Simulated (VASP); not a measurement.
Runs of VASP 6.6.1 on TiCo. The structure is cubic, space group Pm-3m (No. 221). Conventional cell: a = 2.986 Å, b = 2.986 Å, c = 2.986 Å, α = 90.00°, β = 90.00°, γ = 90.00°. Around Co (site symmetry m-3m) lie 8 Ti at 2.59 Å. Ti (site symmetry m-3m) is surrounded by 8 Co at 2.59 Å. The cell comes from a database or a generator and needn't be the stable form of this composition.

```tsv
task	level	potentials or basis	spin	U	cell	k mesh	cutoff (eV)	smearing	LDAUTYPE	hund's J	ions in elastic constants	moment (μB)
single point	r2SCAN+U	VASP PAW PBE potentials, release 64 (Co_sv_GW, Ti_sv_GW)	collinear, random start	Co d U = 5.3 eV, Ti d U = 6.2 eV	volume scaled by 1.04	9 × 9 × 9	600	methfessel-paxton 0.1 eV	-	-	-	1.00
band structure	PW91	VASP PAW PBE potentials, release 64 (Co_GW, Ti_sv_GW)	collinear, ferromagnetic start	-	as given	9 × 9 × 9	550	fermi-dirac 0.02 eV	-	-	-	0.66
elastic constants	PBEsol+D3(BJ)+U	VASP PAW PBE potentials, release 54 (Co, Ti_sv)	collinear, ferromagnetic start	Co d U = 1 eV, J = 1.0 eV, Ti d U = 5.3 eV, J = 1.0 eV	relaxed	7 × 7 × 7	600	fermi-dirac 0.02 eV	1	1	relaxed	(a)
band structure	PBEsol+D3+U	VASP PAW PBE potentials, release 64 (Co, Ti_sv)	collinear, ferromagnetic start	Co d U = 5.3 eV, Ti d U = 5.3 eV	as given	9 × 9 × 9	520	gaussian 0.1 eV	-	-	-	0.95
```

Problem. Estimate the missing entries.

Solution. (a) 0.83.

Caveats: the U is typed as a test and isn't derived for this compound (some runs).

The runs don't all hold the same shells in valence.

Runs at the PBE level aren't shown here.
